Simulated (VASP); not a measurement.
A run of VASP 6.6.1 is set up as follows.

File INCAR:

```
SYSTEM = Si
PREC     = Accurate       ! precision mode
ENCUT    = 520            ! plane-wave cutoff, eV
EDIFF    = 1E-6           ! SCF threshold, eV
ISMEAR   = 0              ! smearing method
SIGMA    = 0.1            ! smearing width, eV
LREAL    = .False.        ! projectors in reciprocal space
LASPH    = .True.         ! aspherical terms in the spheres
NELM     = 120            ! most SCF steps
ALGO     = Normal         ! electronic algorithm
ISIF     = 3              ! what is computed and relaxed
LWAVE    = .False.        ! write WAVECAR
LCHARG   = .False.        ! write CHGCAR
GGA      = PE             ! functional
IBRION   = 2              ! ionic algorithm
NSW      = 90             ! ionic steps
EDIFFG   = -0.01          ! ionic threshold
```

Contents of KPOINTS:

```
regular mesh
0
Gamma
  19 19 19
  0 0 0
```

Contents of POSCAR:

```
Si
1.0
   -2.2510000000      2.3685000000      1.2750000000
    2.2510000000     -2.3685000000      1.2750000000
    2.2510000000      2.3685000000     -1.2750000000
Si
2
Direct
    0.3070000000      0.0570000000      0.2500000000
    0.6930000000      0.9430000000      0.7500000000
```

Potentials or basis: VASP PAW PBE potentials, release 64 (Si).

Command:

```sh
$ cat potpaw_PBE.64/Si/POTCAR > POTCAR
$ mpirun -np 1 vasp_std > vasp.out
```

Question: What does it give for the band gap on the k mesh?

Answer: None (metal or under the smearing width).

Question: Estimate the space group after relaxing (to 0.05 Å).

Answer: I4_1/amd (No. 141).

Question: Predict the relaxed cell.

Answer: a = 3.650 Å, b = 3.650 Å, c = 3.650 Å, α = 97.60°, β = 97.60°, γ = 137.35°.

Question: What does it give for the relaxed volume?

Answer: 15.35 Å³/atom.

Step by step:
```csv
step,energy change (eV),largest force (eV/Å),pressure (GPa),volume (Å³)
1,0.0000,0.0033,15.63,27.19
2,-0.0882,0.1001,-6.72,32.75
3,-0.1424,0.0693,0.02,30.40
4,-0.1423,0.0682,0.26,30.33
5,-0.1432,0.0730,0.22,30.36
6,-0.1437,0.0812,0.18,30.41
7,-0.1445,0.0767,-0.05,30.48
8,-0.1457,0.0609,-0.70,30.71
9,-0.1463,0.0580,-0.62,30.68
10,-0.1477,0.0485,-0.35,30.62
11,-0.1498,0.0265,0.23,30.50
12,-0.1502,0.0262,1.39,30.26
13,-0.1507,0.0030,0.90,30.36
14,-0.1513,0.0036,0.89,30.37
15,-0.1530,0.0054,0.84,30.41
16,-0.1560,0.0091,0.73,30.47
17,-0.1590,0.0180,0.33,30.60
18,-0.1591,0.0201,0.24,30.62
19,-0.1591,0.0196,0.26,30.61
20,-0.1593,0.0106,0.09,30.67
21,-0.1594,0.0022,-0.08,30.71
22,-0.1594,0.0003,-0.01,30.70
```

Caveat: the volume moved by +13 % from the deposited cell, more than functionals usually miss. Zero-point motion and thermal expansion aren't in these numbers.
